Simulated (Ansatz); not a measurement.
# C: the cost of one run

Method: DFT LDA, scalar-relativistic, plane waves, PAW, in Ansatz 0.2.0.

2 further runs of the same task are left out: 2 set aside as unsound or not needed. Runs told in other sessions of the task aren't counted.

**1. Starting point**

It takes space group Fmmm (No. 69, orthorhombic). The conventional cell has a = 2.446 Å, b = 4.233 Å, c = 6.735 Å, α = 90.00°, β = 90.00°, γ = 90.00°. Around C (site symmetry m2m) lie 3 C at 1.41 Å.

Coordinates:

```cif
data_structure
_symmetry_space_group_name_H-M 'P 1'
_symmetry_Int_Tables_number 1
_cell_length_a 2.4445
_cell_length_b 2.4445
_cell_length_c 13.4706
_cell_angle_alpha 90.000
_cell_angle_beta 90.000
_cell_angle_gamma 119.973
_cell_volume 69.73
loop_
_atom_site_label
_atom_site_type_symbol
_atom_site_fract_x
_atom_site_fract_y
_atom_site_fract_z
_atom_site_occupancy
C1 C 0.91670 0.08330 0.37500 1
C2 C 0.91670 0.08330 0.87500 1
C3 C 0.41670 0.58330 0.12500 1
C4 C 0.41670 0.58330 0.62500 1
C5 C 0.08330 0.91670 0.12500 1
C6 C 0.08330 0.91670 0.62500 1
C7 C 0.58330 0.41670 0.37500 1
C8 C 0.58330 0.41670 0.87500 1
```

It goes back to an entry of the Materials Project, which need not be the stable form.

It is built from the cell relaxed beforehand with the same method (8.72 Å³/atom).

**2. Zero of energy**

The cell is repeated 2 times, 8 atoms in all. Reference values: F = -1943.8555 eV; pressure -0.01 GPa; largest force 0.007 eV/Å; gap on the mesh none (metal). It was computed beforehand with the settings of the runs below.

**3. Setting up a stacking-fault curve**

The cut lies on the cell's a–b face, a (0 0 1) plane of area 5.18 Å², between layers 3.37 Å apart (C below, C above); the cell is 13.5 Å thick. Vector c is tilted by f times 1·a + 1·b (length 2.446 Å) with the atoms' Cartesian places fixed: one unrelaxed fault per cell.

**4. f = 0.200**

input.yaml reads:

```yaml
crystal:
  lattice:
    - [-1.2227748566, 2.1167364796, 0.0]
    - [-1.2227748566, -2.1167364796, 0.0]
    - [-0.4891099426, 0.0, 13.4706447952]
  atoms:
    - { symbol: C, position: [0.891698241, 0.058301759, 0.125] }
    - { symbol: C, position: [0.791698241, -0.041698241, 0.625] }
    - { symbol: C, position: [0.241698241, 0.408301759, 0.875] }
    - { symbol: C, position: [0.341698241, 0.508301759, 0.375] }
    - { symbol: C, position: [-0.091698241, 0.741698241, 0.875] }
    - { symbol: C, position: [0.008301759, 0.841698241, 0.375] }
    - { symbol: C, position: [0.558301759, 0.391698241, 0.125] }
    - { symbol: C, position: [0.458301759, 0.291698241, 0.625] }
basis:
  ecutwfc: 420
kpoints:
  mp_grid: { grid: [22, 22, 4] }
hamiltonian:
  xc: lda
scf:
  occupations: { method: gaussian, width: 0.15 }
output:
  forces: true
  stress: true
  eigenvalues: true
```

The run is started by

```console
> ansatz run input.yaml --threads 2 --pin off --max-ram 5120MiB --backend cpu --events-out ev --progress --plain --runs-dir out
```

Q: Estimate wall time and peak memory on 2 threads of Intel Xeon 6975P-C (Granite Rapids), shared host.

About 13 s, with a peak of 0.88 GiB.
